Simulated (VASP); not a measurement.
# Mo (Im-3m) in VASP: a series of runs

Runs on Mo. Level: PBE. Tasks: relaxation of cell and atoms.

Program: VASP 6.6.1. These are calculated values, not measurements. Logs are shortened: lines on timing, memory, paths and dates and some standing lists are left out, and cuts for length are marked.

## (1) Starting point

Symmetry: Im-3m, No. 229, cubic system. Conventional cell: a = 3.147 Å, b = 3.147 Å, c = 3.147 Å, α = 90.00°, β = 90.00°, γ = 90.00°. Around Mo (site symmetry m-3m) lie 8 Mo at 2.73 Å.

## (2) Relaxation of cell and atoms, PBE, target pressure 45 GPa, at which the enthalpy is minimised

File INCAR:

```
PREC = Accurate ; ENCUT = 520
EDIFF = 1E-7 ; ISMEAR = 0
SIGMA = 0.1 ; LREAL = F
LASPH = T ; NELM = 80
ALGO = Fast ; ISIF = 3
LWAVE = F ; LCHARG = F
GGA = PE ; IBRION = 2
NSW = 80 ; EDIFFG = -0.002
PSTRESS = 450.0
```

File KPOINTS:

```
regular mesh
0
Gamma
  6 6 6
```

File POSCAR:

```
Mo
1.0
   -1.5734150000      1.5734150000      1.5734150000
    1.5734150000     -1.5734150000      1.5734150000
    1.5734150000      1.5734150000     -1.5734150000
Mo
1
Direct
    0.0000000000      0.0000000000      0.0000000000
```

Potentials or basis: VASP PAW PBE potentials, release 64 (Mo_sv).

Started as:

```
> cat potpaw_PBE.64/Mo_sv/POTCAR > POTCAR
> mpirun -np 1 vasp_std > vasp.out
```

OUTCAR:

```text
PREC = Accurate
   ENCUT = 520
   EDIFF = 1E-7
   ISMEAR = 0
   LREAL = F
   LASPH = T
   NELM = 80
   ISIF = 3
   GGA = PE
   IBRION = 2
   NSW = 80
   EDIFFG = -0.002
   PSTRESS = 450.0

 ion  position               nearest neighbor table
   1  0.000  0.000  0.000-

  LATTYP: Found a body centered cubic cell.
 ALAT       =     3.1468300000

  Lattice vectors:

 A1 = (  -1.5734150000,   1.5734150000,   1.5734150000)
 A2 = (   1.5734150000,  -1.5734150000,   1.5734150000)
 A3 = (   1.5734150000,   1.5734150000,  -1.5734150000)

Analysis of symmetry for initial positions (statically):
=====================================================================
 Subroutine PRICEL returns:
 Original cell was already a primitive cell.

 Routine SETGRP: Setting up the symmetry group for a
 body centered cubic supercell.

 Subroutine GETGRP returns: Found 48 space group operations
 (whereof 48 operations were pure point group operations)
 out of a pool of 48 trial point group operations.

The static configuration has the point symmetry O_h .

Analysis of symmetry for dynamics (positions and initial velocities):
=====================================================================
 Subroutine PRICEL returns:
 Original cell was already a primitive cell.

 Routine SETGRP: Setting up the symmetry group for a
 body centered cubic supercell.

 Subroutine GETGRP returns: Found 48 space group operations
 (whereof 48 operations were pure point group operations)
 out of a pool of 48 trial point group operations.

The dynamic configuration has the point symmetry O_h .

 Subroutine INISYM returns: Found 48 space group operations
 (whereof 48 operations are pure point group operations),
 and found     1 'primitive' translations

----------------------------------------------------------------------------------------

                                     Primitive cell

  volume of cell :      15.5808

  direct lattice vectors                    reciprocal lattice vectors
    -1.573415000  1.573415000  1.573415000     0.000000000  0.317780115  0.317780115
     1.573415000 -1.573415000  1.573415000     0.317780115  0.000000000  0.317780115
     1.573415000  1.573415000 -1.573415000     0.317780115  0.317780115  0.000000000

  length of vectors
     2.725234721  2.725234721  2.725234721     0.449408949  0.449408949  0.449408949

  position of ions in fractional coordinates (direct lattice)
     0.000000000  0.000000000  0.000000000

  ion indices of the primitive-cell ions
   primitive index   ion index
                 1           1

----------------------------------------------------------------------------------------

 KPOINTS: regular mesh

Automatic generation of k-mesh.
 Grid dimensions read from file:
 generate k-points for:    6    6    6

 Generating k-lattice:

  Cartesian coordinates                     Fractional coordinates (reciprocal lattice)
     0.000000000  0.052963353  0.052963353     0.166666667  0.000000000  0.000000000
     0.052963353  0.000000000  0.052963353     0.000000000  0.166666667  0.000000000
     0.052963353  0.052963353  0.000000000     0.000000000  0.000000000  0.166666667

  Length of vectors
     0.074901491  0.074901491  0.074901491

  Shift w.r.t. Gamma in fractional coordinates (k-lattice)
     0.000000000  0.000000000  0.000000000

 Subroutine IBZKPT returns following result:
 ===========================================

 Found     16 irreducible k-points:

 Following reciprocal coordinates:
            Coordinates               Weight
  0.000000  0.000000  0.000000      1.000000
  0.166667  0.000000  0.000000     12.000000
  0.333333  0.000000  0.000000     12.000000
  0.500000  0.000000  0.000000      6.000000
  0.166667  0.166667  0.000000     24.000000
  0.333333  0.166667  0.000000     48.000000
[... 8 lines left out ...]
  0.500000  0.500000  0.333333     12.000000
  0.500000  0.500000  0.500000      1.000000
   k-points           NKPTS =     16   k-points in BZ     NKDIM =     16   number of bands    NBANDS=     11
   number of dos      NEDOS =    301   number of ions     NIONS =      1
   total plane-waves  NPLWV =   8000
   dimension x,y,z NGX =    20 NGY =   20 NGZ =   20
   dimension x,y,z NGXF=    40 NGYF=   40 NGZF=   40
   ions per type =               1
   NGX,Y,Z   is equivalent  to a cutoff of  12.20, 12.20, 12.20 a.u.
   NGXF,Y,Z  is equivalent  to a cutoff of  24.40, 24.40, 24.40 a.u.
 SYSTEM =  unknown system
   PREC   = accura    normal or accurate (medium, high low for compatibility)
   ISTART =      0    job   : 0-new  1-cont  2-samecut
   ICHARG =      2    charge: 1-file 2-atom 10-const
   ISPIN  =      1    spin polarized calculation?
   LNONCOLLINEAR =      F non collinear calculations
   LSORBIT =      F    spin-orbit coupling
   LASPH  =      T    aspherical Exc in radial PAW
   ENCUT  =  520.0 eV  38.22 Ry    6.18 a.u.   5.07  5.07  5.07*2*pi/ulx,y,z
   NELM   =     80;   NELMIN=  2; NELMDL= -5     # of ELM steps
   EDIFF  = 0.1E-06   stopping-criterion for ELM
   LREAL  =      F    real-space projection
   EDIFFG = -.2E-02   stopping-criterion for IOM
   NSW    =     80    number of steps for IOM
   IBRION =      2    ionic relax: 0-MD 1-quasi-New 2-CG
   NFREE  =      1    steps in history (QN), initial steepest desc. (CG)
   ISIF   =      3    stress and relaxation
   ISYM   =      2    0-nonsym 1-usesym 2-fastsym
   POTIM  = 0.5000    time-step for ionic-motion
   TEBEG  =    0.0;   TEEND  =   0.0 temperature during run
   PSTRESS=  450.0 pullay stress
   NELECT =      14.0000    total number of electrons
   NUPDOWN=      -1.0000    fix difference up-down
   EMIN   =  10.00;   EMAX   =-10.00  energy-range for DOS
   EFERMI =   0.00;   METHOD = LEGACY
   ISMEAR =     0;   SIGMA  =   0.10  broadening in eV -4-tet -1-fermi 0-gaus
   EFERMI_NEDOS =   21; number of points for ismear=-14 and -15
   IALGO  =     68    algorithm
   IMIX   =      4    mixing-type and parameters
     AMIX     =   0.40;   BMIX     =  1.00
     AMIX_MAG =   1.60;   BMIX_MAG =  1.00
  volume/ion in A,a.u.               =      15.58       105.14
  Fermi-wavevector in a.u.,A,eV,Ry     =   1.579747  2.985289 33.954710  2.495601
  Thomas-Fermi vector in A             =   2.680079
   LORBIT       =      0    0 simple, 1 ext, 2 COOP (PROOUT), +10 PAW based schemes
   GGA     = PE    functional components
   LHFCALC =     F    Hartree Fock is set to
   AEXX    =    0.0000 exact exchange contribution
   IVDW    =     0    specifies the selected vdW correction
   LEPSILON=     F    determine dielectric tensor
   LRPA    =     F    only Hartree local field effects (RPA)
 conjugate gradient relaxation of ions
 non-spin polarized calculation
 RMM-DIIS sequential band-by-band and
 Gauss-broadening in eV      SIGMA  =   0.10
  energy-cutoff  :      520.00
  volume of cell :       15.58
 maximum number of plane-waves:       430
   NGX = 11   NGY = 11   NGZ = 11

--------------------------------------- Ionic step        1  -------------------------------------------

 number of electron      14.0000001 magnetization

 Free energy of the ion-electron system (eV)
  ---------------------------------------------------
  ext. energy  EPLUGINS =         0.00000000
  ---------------------------------------------------
  free energy    TOTEN  =       -10.99746029 eV

  energy without entropy =      -10.99739020  energy(sigma->0) =      -10.99742524

------------------------ aborting loop because EDIFF is reached ----------------------------------------

  FORCE on cell =-STRESS in cart. coord.  units (eV):
  Direction    XX          YY          ZZ          XY          YZ          ZX
  --------------------------------------------------------------------------------------
  -------------------------------------------------------------------------------------
  Total        0.3636713      0.3636713      0.3636713      0.0000000      0.0000000     -0.0000000
  in kB       37.3963943     37.3963943     37.3963943      0.0000000      0.0000000     -0.0000000
  external PRESSURE =    -412.6036057 kB  Pullay stress =     450.0000000 kB
[... 90 lines left out ...]
  FREE ENERGIE OF THE ION-ELECTRON SYSTEM (eV)
  ---------------------------------------------------
  free  energy   TOTEN  =       -10.8661173613 eV

  energy  without entropy=      -10.8660961725  energy(sigma->0) =      -10.86610677

  enthalpy is  TOTEN    =        -6.8419445445 eV   P V=        4.0241728169

[... ionic steps 4 to 12 ...]

--------------------------------------- Ionic step       13  -------------------------------------------

 number of electron      14.0000004 magnetization

------------------------ aborting loop because EDIFF is reached ----------------------------------------

  FORCE on cell =-STRESS in cart. coord.  units (eV):
  Direction    XX          YY          ZZ          XY          YZ          ZX
  --------------------------------------------------------------------------------------
  -------------------------------------------------------------------------------------
  Total        3.8795248      3.8795248      3.8795248      0.0000000      0.0000000     -0.0000000
  in kB      447.4006067    447.4006067    447.4006067      0.0000000      0.0000000     -0.0000000
  external PRESSURE =      -2.5993933 kB  Pullay stress =     450.0000000 kB
[... 59 lines left out ...]
  enthalpy is  TOTEN    =        -6.8606050880 eV   P V=        3.8993037603

--------------------------------------- Ionic step       15  -------------------------------------------

 number of electron      14.0000004 magnetization

 Free energy of the ion-electron system (eV)
  ---------------------------------------------------
  ext. energy  EPLUGINS =         0.00000000
  ---------------------------------------------------
  free energy    TOTEN  =       -10.76040351 eV

  energy without entropy =      -10.76039160  energy(sigma->0) =      -10.76039756

 E-fermi :  14.5317     XC(G=0): -14.0765

 val. band max:       14.2809750368   @ k =   0.1667   0.0000   0.0000
 cond. band min:      14.7951401347   @ k =  -0.3333   0.3333   0.1667
 fundamental gap:      0.5141650979
 Fermi energy:        14.5317410376

 k-point     1 :       0.0000    0.0000    0.0000
  band No.  band energies     occupation
      1     -46.7688      2.00000
      2     -19.6994      2.00000
      3     -19.6994      2.00000
      4     -19.6994      2.00000
      5       7.0203      2.00000
      6      12.9641      2.00000
      7      12.9641      2.00000
      8      12.9641      2.00000
      9      16.4553      0.00000
     10      16.4553      0.00000
     11      29.5784      0.00000
[... 236 lines left out ...]
  FREE ENERGIE OF THE ION-ELECTRON SYSTEM (eV)
  ---------------------------------------------------
  free  energy   TOTEN  =       -10.7604035102 eV

  energy  without entropy=      -10.7603916012  energy(sigma->0) =      -10.76039756

  enthalpy is  TOTEN    =        -6.8606052440 eV   P V=        3.8997982662

 reached required accuracy - stopping structural energy minimisation
```

Run time: 24 s. Hardware: 1 thread of Intel Xeon Platinum 8375C at 2.90GHz (Ice Lake), shared host; peak memory 0.12 GiB.

What came out:

```yaml
Free_energy: -10.7604 eV
Relaxed_volume: 13.88 Å³/atom
Relaxed_cell: a = 2.623 Å, b = 2.623 Å, c = 2.623 Å, α = 109.47°, β = 109.47°, γ = 109.47°
Space_group_after_relaxing_to_0.05_Å: Im-3m (No. 229)
Energy_change_on_relaxing_the_enthalpy_is_what_falls: +237.1 meV/atom
Ionic_steps: 15
Pressure_after_relaxing: 45.0 GPa
Band_gap_on_the_k_mesh: none (metal or under the smearing width)
```

Step by step:
```
step  energy change (eV)  largest force (eV/Å)  pressure (GPa)  volume (Å³)
   1              0.0000                0.0000            3.74        15.58
   2              8.8479                0.0000          619.90         8.17
   3              0.1313                0.0000           31.82        14.33
   4              0.1944                0.0000           39.99        14.05
   5              0.2377                0.0000           45.17        13.88
   6              0.2286                0.0000           43.99        13.92
   7              0.2295                0.0000           44.13        13.91
   8              0.2322                0.0000           44.44        13.90
   9              0.2322                0.0000           44.43        13.90
  10              0.2324                0.0000           44.46        13.90
  11              0.2327                0.0000           44.50        13.90
  12              0.2334                0.0000           44.58        13.90
  13              0.2348                0.0000           44.74        13.89
  14              0.2376                0.0000           45.06        13.88
  15              0.2371                0.0000           45.00        13.88
```

Final structure:
```xyz
1
Lattice="-1.5141 1.5141 1.5141 1.5141 -1.5141 1.5141 1.5141 1.5141 -1.5141" Properties=species:S:1:pos:R:3 pbc="T T T"
Mo    0.0000    0.0000    0.0000
```

Caveat: the k mesh is coarse (spacing up to 0.47 Å⁻¹), so the values aren't converged; the cell is relaxed towards a set pressure, so the enthalpy falls and the energy may rise.

## (3) Relaxation of cell and atoms, PBE, target pressure 45 GPa, at which the enthalpy is minimised

This run uses another cell than the first one, of 13.88 Å³/atom, 0.891 times its volume.

INCAR is that of step 2.

KPOINTS is that of step 2.

File POSCAR:

```
Mo                                      
1.0
   -1.5141192224      1.5141192224      1.5141192224
    1.5141192224     -1.5141192224      1.5141192224
    1.5141192224      1.5141192224     -1.5141192224
  Mo            
     1
Direct
     0.0000000000000000    0.0000000000000000    0.0000000000000000
```

Potentials or basis: VASP PAW PBE potentials, release 64 (Mo_sv).

Started as:

```
> cat potpaw_PBE.64/Mo_sv/POTCAR > POTCAR
> mpirun -np 1 vasp_std > vasp.out
```

It took 5.6 s on 1 thread of Intel Xeon Platinum 8375C at 2.90GHz (Ice Lake), shared host; peak memory 0.12 GiB.

The run converged. Its results:

| Property | Result |
| --- | --- |
| Free energy | -10.7598 eV |
| Relaxed volume | 13.89 Å³/atom |
| Relaxed cell | a = 2.623 Å, b = 2.623 Å, c = 2.623 Å, α = 109.47°, β = 109.47°, γ = 109.47° |
| Space group after relaxing (to 0.05 Å) | Im-3m (No. 229) |
| Energy change on relaxing (the enthalpy is what falls) | -0.7 meV/atom |
| Ionic steps | 3 |
| Pressure after relaxing | 45.0 GPa |
| Band gap on the k mesh | none (metal or under the smearing width) |

Step by step:
| step | energy change (eV) | largest force (eV/Å) | pressure (GPa) | volume (Å³) |
| --- | --- | --- | --- | --- |
| 1 | 0.0000 | 0.0000 | 45.08 | 13.88 |
| 2 | -0.0040 | 0.0000 | 44.61 | 13.90 |
| 3 | -0.0007 | 0.0000 | 45.00 | 13.89 |

Final structure:
```
CELL_PARAMETERS angstrom
-1.51421 1.51421 1.51421
1.51421 -1.51421 1.51421
1.51421 1.51421 -1.51421
ATOMIC_POSITIONS crystal
Mo 0.00000 0.00000 0.00000
```

Levels at points of the mesh, in eV from the Fermi level:
| k point | band 5 | band 6 | band 7 | band 8 | band 9 | band 10 |
| --- | --- | --- | --- | --- | --- | --- |
| (0.00, 0.00, 0.00) | -7.51 | -1.57 | -1.57 | -1.57 | 1.92 | 1.92 |
| (0.50, 0.00, 0.00) | -6.02 | -3.96 | 2.03 | 2.23 | 2.77 | 5.68 |
| (0.50, 0.50, 0.50) | -6.36 | -6.36 | 4.74 | 4.74 | 4.74 | 10.12 |

Caveat: the k mesh is coarse (spacing up to 0.49 Å⁻¹), so the values aren't converged; the cell is relaxed towards a set pressure, so the enthalpy falls and the energy may rise.
